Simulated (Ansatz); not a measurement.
# CdO (Monteponite): equation of state with PBE0

The system is CdO (Monteponite).

```
Cd O
1.0
     0.00000    2.34950    2.34950
     2.34950    0.00000    2.34950
     2.34950    2.34950    0.00000
Cd O
1 1
Direct
  0.00000 0.00000 0.00000
  0.50000 0.50000 0.50000
```

```yaml
Program: Ansatz 0.2.0
Task: equation of state
Functional: PBE0
Potentials_or_basis: Ansatz PAW
Cutoff: 420 eV
Density_cutoff: 1680 eV
k_mesh: 5 × 5 × 5
Occupations: fermi-dirac, width 0.05 eV
Spin: no spin polarisation
```

The equilibrium volume is 13.01 Å³/atom and the bulk modulus is 147 GPa. The pressure derivative of the bulk modulus is 4.7 (rough: it moves with the points fitted).

Energy against volume, from the lowest point:
```
volume (Å³/atom)  energy (meV/atom)
          12.191              26.89
          12.451              11.85
          12.710               3.35
          12.970               0.00
          13.229               1.49
          13.488               7.28
          13.748              17.14
```

All runs of the series together: 49 s on 2 threads of Arm Neoverse V1, on a shared host.

Caveat: the k mesh is coarse (spacing up to 0.46 Å⁻¹), so the values aren't converged, least of all with exact exchange; the PAW data sets were made with another functional, which shifts forces and pressure a little. Zero-point motion and thermal expansion aren't in these numbers.
